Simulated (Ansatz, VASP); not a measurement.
## One calculation of InPd, two programs

INCAR

```
SYSTEM = InPd
ALGO     = Normal         ! electronic algorithm
EDIFF    = 1E-7           ! SCF threshold, eV
ENCUT    = 520            ! plane-wave cutoff, eV
GGA      = PE             ! functional
ISIF     = 2              ! what is computed and relaxed
ISMEAR   = -1             ! smearing method
LASPH    = .True.         ! aspherical terms in the spheres
LCHARG   = .False.        ! write CHGCAR
LREAL    = .False.        ! projectors in reciprocal space
LWAVE    = .False.        ! write WAVECAR
NBANDS   = 18             ! bands
NELM     = 80             ! most SCF steps
PREC     = Accurate       ! precision mode
SIGMA    = 0.05           ! smearing width, eV
```

File KPOINTS:

```
k-points
0
Gamma
  8 8 8
  0 0 0
```

File POSCAR:

```
InPd
1.0
    0.0000000000      2.7276394447      2.7276394447
    2.7276394447      0.0000000000      2.7276394447
    2.7276394447      2.7276394447      0.0000000000
In Pd
1 1
Direct
    0.0000000000      0.0000000000      0.0000000000
    0.5000000000      0.5000000000      0.5000000000
```

input.yaml

```yaml
crystal:
  lattice:
    - [0.0, 2.7276394447, 2.7276394447]
    - [2.7276394447, 0.0, 2.7276394447]
    - [2.7276394447, 2.7276394447, 0.0]
  atoms:
    - { symbol: In, position: [0.0, 0.0, 0.0] }
    - { symbol: Pd, position: [0.5, 0.5, 0.5] }
hamiltonian:
  xc: pbe
  pseudopotentials: { kind: paw }
kpoints:
  mp_grid: { grid: [8, 8, 8] }
scf:
  occupations: { method: fermi_dirac, width: 0.05 }
output:
  forces: true
  stress: true
  eigenvalues: true
  write_density: true
  write_potential: true
  elf: true
  volumetric_format: npy
```

Change from the starting cell: volume scaled by 0.98.

Alike in both runs: task single point; functional PBE; k mesh 8 × 8 × 8; occupations fermi-dirac, width 0.05 eV; no spin polarisation.

|  | VASP | Ansatz |
| --- | --- | --- |
| version | VASP 6.6.1 | Ansatz 0.2.0 |
| potentials or method | VASP PAW PBE potentials, release 64 (In_d, Pd) | Ansatz PAW |
| plane-wave cutoff (eV) | 520 | 420 |
| valence electrons in the cell | 23 | 31 |

|  | VASP | Ansatz | Ansatz less VASP |
| --- | --- | --- | --- |
| gap on the k mesh at the Fermi level (eV) | none | none | - |
| pressure (GPa) | 2.0 | 2.0 | -0.05 |

A gap of «none» marks a metal or a gap that the smearing closes. The two sets of potentials don't hold the same shells in valence.
